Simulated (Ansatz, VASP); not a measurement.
**Two plane-wave programs on Co**

Contents of INCAR:

```
SYSTEM = Co
PREC = Accurate
ENCUT = 520
EDIFF = 1E-6
ISMEAR = -1
SIGMA = 0.08
LREAL = .False.
LASPH = .True.
NELM = 100
ALGO = Normal
ISIF = 2
LWAVE = .False.
LCHARG = .True.
GGA = PE
LELF = .True.
LVHAR = .True.
NBANDS = 16
```

Contents of KPOINTS:

```
regular mesh
0
Gamma
  17 17 17
  0 0 0
```

File POSCAR:

```
Co
1.0
    0.0000000000      1.7721000000      1.7721000000
   -1.7721000000      1.7721000000      0.0000000000
   -1.7721000000     -1.7721000000      3.5442000000
Co
2
Direct
    0.0000000000      0.0000000000      0.0000000000
    0.0000000000      0.5000000000      0.5000000000
```

Input for Ansatz:

```yaml
crystal:
  lattice:
    - [0.0, 1.7721, 1.7721]
    - [-1.7721, 1.7721, 0.0]
    - [-1.7721, -1.7721, 3.5442]
  atoms:
    - { symbol: Co, position: [0.0, 0.0, 0.0] }
    - { symbol: Co, position: [0.0, 0.5, 0.5] }
kpoints:
  mp_grid: { grid: [17, 17, 17] }
scf:
  occupations: { method: fermi_dirac, width: 0.08 }
  lower_state_search: "off"
hamiltonian:
  xc: pbe
  pseudopotentials: { kind: paw }
output:
  forces: true
  stress: true
  eigenvalues: true
  write_density: true
  write_potential: true
  elf: true
  volumetric_format: npy
```

Alike in both runs: task single point; functional PBE; k mesh 17 × 17 × 17; occupations fermi-dirac, width 0.08 eV; no spin polarisation.

|  | VASP | Ansatz |
| --- | --- | --- |
| version | VASP 6.6.1 | Ansatz 0.2.0 |
| potentials or method | VASP PAW PBE potentials, release 64 (Co) | PAW with Ansatz's default frozen-core files, scalar-relativistic |
| plane-wave cutoff (eV) | 520 | 420 |
| valence electrons in the cell | 18 | 34 |

```csv
,VASP,Ansatz,Ansatz less VASP
pressure (GPa),-16.2,-15.9,+0.27
```

The two sets of potentials don't hold the same shells in valence.

Caveats: so large a pressure means that the cell lies far from this level's equilibrium, or that cutoff or potentials fall short (VASP); the run has no spin polarisation, though such a crystal can be magnetic. Spin polarisation is off, so any magnetic state and its effect on volume and gap are missing.
